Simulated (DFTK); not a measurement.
Mo in DFTK: convergence with k mesh

Mo:

```
CELL_PARAMETERS angstrom
-1.63935 1.53955 1.60645
1.56513 -1.58804 1.58072
1.63268 1.58136 -1.65494
ATOMIC_POSITIONS crystal
Mo 0.00000 0.00000 0.00000
```

The cell isn't the ideal one: cell strained at random.

* Program: DFTK 0.8.2
* Task: convergence study
* Functional: LDA
* Potentials or basis: cp2k.nc.sr.lda.v0_1.largecore.gth (LDA, GTH, large core)
* Cutoff: 816 eV
* k mesh: 2 × 2 × 2
* Occupations: fermi-dirac, width 0.05 eV
* Spin: no spin polarisation

These are the settings of the first run; the series varies k mesh, with any setting tied to it.

Hardware: 1 thread of Intel(R) Xeon(R) Platinum 8259CL CPU @ 2.50GHz (Skylake/Cascade Lake), on a shared host.

| k mesh | energy less the tightest run, at zero smearing (meV/atom) | SCF cycles |
| --- | --- | --- |
| 2 × 2 × 2 | 1010.13 | 14 |
| 4 × 4 × 4 | 28.84 | 11 |
| 5 × 5 × 5 | -47.81 | 11 |
| 7 × 7 × 7 | 18.56 | 11 |
| 9 × 9 × 9 | -28.92 | 11 |
| 11 × 11 × 11 | 0.00 | 11 |

Not settled before the last step: the energy (to 1 meV/atom). Meshes of other sizes hit other points, so gaps and Fermi surfaces needn't settle smoothly. The tightest run that finished is the yardstick and may itself not be fully converged.

Caveat, for the tightest run too: the cutoff is short for these potentials, so energies and forces aren't converged, fitted volumes are rough and the log's stress (off by 3 to 10 GPa or more in trials) isn't used; this set keeps more shells in the core, which shifts pressures and gaps.
